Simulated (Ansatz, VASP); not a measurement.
# Si (Si/Cu(100)) in two plane-wave programs, part 2 of 2

Wanted: the spread between two codes on one cell, functional and k mesh. The cell is taken from a series of runs on this material, whose earlier steps may have relaxed, scaled, displaced or heated it; both programs get it as it stands.

VASP 6.6.1 and Ansatz 0.2.0.

So far: Starting point; Ansatz: single point, RPBE.

### Step 3. VASP: single point, RPBE

Level of this step: RPBE, spin-polarised from a ferromagnetic start; plane waves and PAW (Si) (VASP).

The same cell, functional, mesh and smearing now go to VASP, with its own data sets.

Lines of VASP's logs that name or quote its potential files are left out, and so is its time.

INCAR

```
SYSTEM = Si
PREC = Accurate
ENCUT = 400
EDIFF = 1E-06
NELM = 200
ISMEAR = -1
SIGMA = 0.1
LREAL = .FALSE.
ALGO = Normal
GGA = RP
NBANDS = 10
ISPIN = 2
MAGMOM = 1.81
LORBIT = 11
LWAVE = .FALSE.
LCHARG = .FALSE.
ISIF = 2
LDIPOL = .TRUE.
IDIPOL = 3
DIPOL = 0.5 0.5 0.631
LVHAR = .TRUE.
LASPH = .TRUE.
GGA_COMPAT = .FALSE.
NELMDL = -8
KPAR = 4
```

POSCAR

```
Si
1.0
    5.1053109602      0.0000000000      0.0000000000
    0.0000000000      5.1053109602      0.0000000000
    0.0000000000      0.0000000000     25.3210422323
Si
1
Direct
    0.2500000000      0.2500000000      0.6310402226
```

KPOINTS

```
Automatic mesh
0
Gamma
6 6 1
0 0 0
```

PAW data sets: Si (PBE family, release 64).

On the command line:

```sh
$ mpirun -np 4 vasp_std
```

Numbers of over 12 decimals in the logs are rounded to 6 here.

Output:

```text
[banner, memory and clock lines left out]
running    4 mpi-ranks, on    1 nodes
 distrk:  each k-point on    1 cores,    4 groups
 distr:  one band on    1 cores,    1 groups

 POSCAR found type information on POSCAR Si
 POSCAR found :  1 types and       1 ions
|                                                                             |
|               ----> ADVICE to this user running VASP <----                  |
|                                                                             |
|     You enforced a specific xc type in the INCAR file but a different       |
|     [... a line on the potential file left out ...]
|     I HOPE YOU KNOW WHAT YOU ARE DOING!                                     |
|                                                                             |

 LDA part: xc-table for (Slater+PW92), standard interpolation
 POSCAR, INCAR and KPOINTS ok, starting setup
 FFT: planning ... GRIDC
 FFT: planning ... GRID_SOFT
 FFT: planning ... GRID
 WAVECAR not read
 entering main loop
       N       E                     dE             d eps       ncg     rms          rms(c)
DAV:   1     0.113000429104E+02    0.11300E+02   -0.66195E+02   400   0.145E+02
DAV:   2     0.922874901880E-01   -0.11208E+02   -0.10349E+02   616   0.267E+01
DAV:   3    -0.107541862161E+01   -0.11677E+01   -0.10966E+01   462   0.903E+00
DAV:   4    -0.110877930855E+01   -0.33361E-01   -0.33074E-01   488   0.192E+00
DAV:   5    -0.110941534349E+01   -0.63603E-03   -0.63594E-03   568   0.309E-01
DAV:   6    -0.110942306609E+01   -0.77226E-05   -0.77224E-05   548   0.326E-02
DAV:   7    -0.110942323516E+01   -0.16907E-06   -0.16880E-06   558   0.438E-03
DAV:   8    -0.110942323866E+01   -0.34995E-08   -0.34561E-08   420   0.479E-04    0.118E+00
DAV:   9    -0.110132243101E+01    0.81008E-02   -0.17588E-01   418   0.138E+00    0.650E-01
DAV:  10    -0.106481560538E+01    0.36507E-01   -0.15030E-02   486   0.496E-01    0.376E-01
DAV:  11    -0.108572095032E+01   -0.20905E-01   -0.84590E-03   440   0.356E-01    0.178E-01
DAV:  12    -0.110479258014E+01   -0.19072E-01   -0.39497E-03   464   0.219E-01    0.133E-01
DAV:  13    -0.110920557684E+01   -0.44130E-02   -0.16791E-03   416   0.130E-01    0.111E-01
DAV:  14    -0.111396171870E+01   -0.47561E-02   -0.12137E-03   418   0.115E-01    0.802E-02
[...]
DAV:  23    -0.114734272186E+01   -0.15843E-03   -0.20674E-05   426   0.250E-02    0.955E-04
DAV:  24    -0.114743008357E+01   -0.87362E-04   -0.14363E-05   450   0.257E-02    0.766E-04
DAV:  25    -0.114749505648E+01   -0.64973E-04   -0.12082E-05   498   0.240E-02    0.519E-04
DAV:  26    -0.114749776720E+01   -0.27107E-05   -0.27620E-06   494   0.111E-02    0.260E-04
DAV:  27    -0.114750134372E+01   -0.35765E-05   -0.12182E-06   416   0.712E-03    0.277E-04
DAV:  28    -0.114750814138E+01   -0.67977E-05   -0.77951E-07   488   0.478E-03    0.137E-04
DAV:  29    -0.114750963629E+01   -0.14949E-05   -0.74478E-08   542   0.156E-03    0.830E-05
DAV:  30    -0.114751060341E+01   -0.96713E-06   -0.46707E-08   480   0.118E-03
   1 F= -.11475106E+01 E0= -.10910482E+01  d E =-.112925E+00  mag=     1.9999
```

Parts of OUTCAR (step 3):

```text
ion  position               nearest neighbor table
   1  0.250  0.250  0.631-

  LATTYP: Found a simple tetragonal cell.
 ALAT       =     5.1053109602
 C/A-ratio  =     4.9597453377

 Subroutine GETGRP returns: Found 16 space group operations
 (whereof  2 operations were pure point group operations)

The static configuration has the point symmetry C_1h.
 The point group associated with its full space group is D_4h.

 Found     10 irreducible k-points:

   k-points           NKPTS =     10   k-points in BZ     NKDIM =     10   number of bands    NBANDS=     10

   dimension x,y,z NGX =    36 NGY =   36 NGZ =  168
   dimension x,y,z NGXF=    72 NGYF=   72 NGZF=  336

   ENCUT  =  400.0 eV  29.40 Ry    5.42 a.u.   8.33  8.33 41.29*2*pi/ulx,y,z

   NELECT =       4.0000    total number of electrons

 k-points in reciprocal lattice and weights: Automatic mesh
   0.00000000  0.00000000  0.00000000       0.028
   0.16666667  0.00000000  0.00000000       0.111
   0.33333333  0.00000000  0.00000000       0.111
   0.50000000  0.00000000  0.00000000       0.056
   0.16666667  0.16666667  0.00000000       0.111
   0.33333333  0.16666667  0.00000000       0.222
   0.50000000  0.16666667  0.00000000       0.111
   0.33333333  0.33333333  0.00000000       0.111
   0.50000000  0.33333333  0.00000000       0.111
   0.50000000  0.50000000  0.00000000       0.028

 dipolmoment           0.000000      0.000000     -0.000000 electrons x Angstroem

 average (electrostatic) potential at core
       1 -94.5170

 E-fermi :  -4.2413

 spin component 1
 k-point     1 :       0.0000    0.0000    0.0000
  band No.  band energies     occupation
      1     -11.2165      1.00000
      2      -4.5158      0.93966
      3      -3.9995      0.08186
      4      -3.9995      0.08186
      5      -0.6491      0.00000
      6       0.0313      0.00000
      7       0.4320      0.00000
    ...

 k-point     2 :       0.1667    0.0000    0.0000
  band No.  band energies     occupation
      1     -11.1965      1.00000
      2      -4.4819      0.91733
      3      -4.2306      0.47326
      4      -3.9796      0.06805
      5      -0.4234      0.00000
      6       0.1458      0.00000
      7       0.6126      0.00000
    ...

 k-point     3 :       0.3333    0.0000    0.0000
  band No.  band energies     occupation
      1     -11.1556      1.00000
      2      -4.6177      0.97734
      3      -4.4109      0.84501
      4      -3.9386      0.04623
      5       0.1110      0.00000
      6       0.4221      0.00000
      7       1.1026      0.00000
      8       1.3711      0.00000
    ...

 k-point     4 :       0.5000    0.0000    0.0000
  band No.  band energies     occupation
      1     -11.1345      1.00000
      2      -4.7864      0.99573
      3      -4.3735      0.78957
      4      -3.9175      0.03779
      5       0.5821      0.00000
      6       0.6832      0.00000
      7       1.1735      0.00000
      8       1.4102      0.00000
    ...

 k-point     5 :       0.1667    0.1667    0.0000
  band No.  band energies     occupation
      1     -11.1768      1.00000
      2      -4.4493      0.88900
      3      -4.2267      0.46370
      4      -4.1819      0.35573
      5      -0.2107      0.00000
      6       0.2609      0.00000
      7       0.7902      0.00000
    ...

 k-point     6 :       0.3333    0.1667    0.0000
  band No.  band energies     occupation
      1     -11.1365      1.00000
      2      -4.5849      0.96881
      3      -4.3811      0.80191
      4      -4.1496      0.28560
      5       0.3019      0.00000
      6       0.5451      0.00000
      7       1.2772      0.00000
      8       1.5201      0.00000
    ...

  Total       -0.4460053     -0.4460053     -0.0006296     -0.0000000      0.0000000     -0.0000000
  in kB       -1.0827410     -1.0827410     -0.0015284     -0.0000000      0.0000000     -0.0000000
  external PRESSURE =      -0.7223368 kB  Pullay stress =       0.0000000 kB

  energy-cutoff  :      400.00
  volume of cell :      659.97
      direct lattice vectors                 reciprocal lattice vectors
     5.105310960  0.000000000  0.000000000     0.195874455  0.000000000  0.000000000
     0.000000000  5.105310960  0.000000000     0.000000000  0.195874455  0.000000000
     0.000000000  0.000000000 25.321042232     0.000000000  0.000000000  0.039492845

 POSITION                                       TOTAL-FORCE (eV/Angst)
 -----------------------------------------------------------------------------------
      1.27633      1.27633     15.97860         0.000000     -0.000000      0.000000
 -----------------------------------------------------------------------------------
    total drift:                                0.000000     -0.000000     -0.000000

  FREE ENERGIE OF THE ION-ELECTRON SYSTEM (eV)
  ---------------------------------------------------
  free  energy   TOTEN  =        -1.1475106034 eV

  energy  without entropy=       -1.0345857668  energy(sigma->0) =       -1.09104819

 vacuum level on the upper side and lower side of the slab         0.374         0.374

 total charge
# of ion       s       p       d       tot
------------------------------------------
    1        0.950   0.560   0.000   1.510

 magnetization (x)
# of ion       s       p       d       tot
------------------------------------------
    1        0.006   0.560   0.000   0.566

[... 6 further parts left out ...]
```

The PAW data sets were made with PBE, which is usual practice but a small mismatch for other functionals.

### Step 4. Comparison

Known differences besides the potentials themselves: VASP starts from the moments at which Ansatz ended; the cutoff is 420 eV in Ansatz and 400 eV in VASP; Ansatz makes its cores anew for this functional, VASP keeps those of its PBE data sets; site moments are counted in spheres of each program's own size. Total energies have different zeros and are not compared.

Both answers:

| quantity | Ansatz | VASP | difference |
| --- | --- | --- | --- |
| total moment (μB) | 2.00 | 2.00 | 0.00 |
| moment on Si1 (μB) | 1.80 | 0.57 | +1.24 |
| work function, lower of the two faces (eV) | 4.61 | 4.62 | 0.00 |
| work function, higher of the two faces (eV) | 4.61 | 4.62 | 0.00 |

With vacuum in the cell, a pressure given here is an average over mostly empty space and none of the material. The total moments and the pattern agree; the site moments differ because the programs count them in spheres of different size.

### Step 5. Results

```
difference in work function, lower of the two faces (single point, RPBE) : -0.0014 eV
```

In words: The difference in work function, lower of the two faces is -0.0014 eV (single point, RPBE). How closely two codes agree says nothing of how well the functional describes the real material.

[Lines on the potential files, build, host, timing and source positions are cut from VASP's logs without a mark.]

[Logs are printed without paths, hosts, clocks, repeated set-up lines and the standing remarks that a program may print on its own settings, such as how far it seeks lower states.]

[Hosts, paths, dates, database ids (printed as entryN), source tags and the programs' standing remarks are cut or masked in the printed files.]
